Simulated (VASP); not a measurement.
**SrO in VASP: how settings move the PBE single point**

Aim: see what changed inputs do to the PBE single point of SrO (rocksalt), under +0.5 % biaxial strain in x and y, free along z.

Code: VASP 6.6.1. PAW datasets, plane waves. Computed at 0 K without zero-point motion; spin polarisation is off.

## Step 1: The structure to begin with

The cell comes from an earlier relaxation with r2SCAN in another program, then strained, with the atoms relaxed again.

The symmetry is I4/mmm (No. 139, tetragonal); a = 3.667 Å, c = 5.147 Å in the conventional setting, 17.30 Å³ an atom. Sr has 6 O at 2.57–2.59 Å; O has 6 Sr at 2.57–2.59 Å.

As a file:

```xyz
2
Lattice="0.0000 2.5928 2.5734 2.5928 0.0000 2.5734 2.5928 2.5928 0.0000" Properties=species:S:1:pos:R:3 pbc="T T T"
Sr    0.0000    0.0000    0.0000
O     2.5928    2.5928    2.5734
```

## Step 2: The reference run

INCAR

```
ENCUT = 520.000000
SIGMA = 0.020000
EDIFF = 1.00e-07
GGA = PE
PREC = Accurate
IBRION = -1
ISIF = 2
ISMEAR = -1
NBANDS = 15
NELM = 120
NSW = 0
LASPH = .TRUE.
LCHARG = .FALSE.
LWAVE = .FALSE.
LREAL = .FALSE.
```

KPOINTS

```
KPOINTS created by Atomic Simulation Environment
0
Gamma
8 8 8
0 0 0
```

POSCAR

```
Sr O
 1.0000000000000000
     0.0000000000000000    2.5927917888000001    2.5734425963000001
     2.5927917888000001    0.0000000000000000    2.5734425963000001
     2.5927917888000001    2.5927917888000001    0.0000000000000000
 Sr  O
   1   1
Cartesian
  0.0000000000000000  0.0000000000000000  0.0000000000000000
  2.5927917887999996  2.5927917887999996  2.5734425962999996
```

A file KPOINTS_OPT adds named points for the levels; it doesn't enter the self-consistent loop.

Potentials: the recommended PBE PAW datasets, 16 valence electrons.

Command:

```bash
> mpirun -np 1 vasp_std
```

## Step 3: Try 1

Changes to INCAR since step 2:

```diff
@@ -15 +15,2 @@
 LREAL = .FALSE.
+NELECT = 16.1
```

KPOINTS is that of step 2.

POSCAR is that of step 2.

## Step 4: Try 2

Changes to INCAR since step 2:

```diff
@@ -14,2 +14,2 @@
 LWAVE = .FALSE.
-LREAL = .FALSE.
+LREAL = .TRUE.
```

KPOINTS is that of step 2.

POSCAR is that of step 2.

## Step 5: Try 3

Changes to INCAR since step 2:

```diff
@@ -3,3 +3,2 @@
 EDIFF = 1.00e-07
-GGA = PE
 PREC = Accurate
@@ -15 +14,2 @@
 LREAL = .FALSE.
+GGA = PE
```

KPOINTS is that of step 2.

POSCAR is that of step 2.

Q: Predict the outcome of this session. Wanted: for each run, changed; ending; energy change; pressure; electronic steps; usable.

As calculated:

| run | changed | ending | energy change (meV/atom) | pressure (GPa) | gap on the mesh (eV; negative: overlap) | electronic steps | time | usable |
| --- | --- | --- | --- | --- | --- | --- | --- | --- |
| ref. | – | converged | 0 | 1.7 | 3.24 | 15 | 32 s | yes |
| 1 | NELECT = 16.1 | converged | – | 3.8 | – | 15 | 28 s | no |
| 2 | LREAL = .TRUE. | converged | 55.2 | -3.5 | 3.23 | 15 | 48 s | no |
| 3 | the same input | converged | 0.0 | 1.7 | 3.24 | 15 | 28 s | yes |

Of 3 altered inputs, 2 ended normally on a faulty or unsound input, 1 gave usable results.
